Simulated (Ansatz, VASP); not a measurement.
**One calculation of Cu, two programs**

```
Cu
1.0
     0.00000    1.80750    1.80750
     1.80750    0.00000    1.80750
     1.80750    1.80750    0.00000
Cu
1
Cartesian
  0.0000 0.0000 0.0000
```

Alike in both runs: task relaxation of cell and atoms; functional PBE; dispersion D3(BJ); k mesh 20 × 20 × 20; occupations gaussian, width 0.1 eV; no spin polarisation.

|  | VASP | Ansatz |
| --- | --- | --- |
| version | VASP 6.6.1 | Ansatz 0.2.0 |
| potentials or method | VASP PAW PBE potentials, release 64 (Cu) | scalar-relativistic, plane waves, PAW |
| plane-wave cutoff (eV) | 600 | 420 |
| valence electrons in the cell | 11 | 19 |

VASP gave:

| Property | Result |
| --- | --- |
| gap on the k mesh at the Fermi level, each at its own relaxed structure (eV) | none |
| relaxed volume (Å³/atom) | 11.35 |
| relaxed cell length with the largest relative difference (Å) | 2.522 |
| energy change over the relaxation (meV/atom) | -9 |

Problem. What did Ansatz give for the same quantities?

Solution. gap on the k mesh at the Fermi level, each at its own relaxed structure (eV): none; relaxed volume (Å³/atom): 11.31; relaxed cell length with the largest relative difference (Å): 2.520; energy change over the relaxation (meV/atom): -10.

A gap of «none» marks a metal or a gap that the smearing closes. The two sets of potentials don't hold the same shells in valence.

Caveats: pairwise dispersion overbinds metals, which lowers pressure and volume.
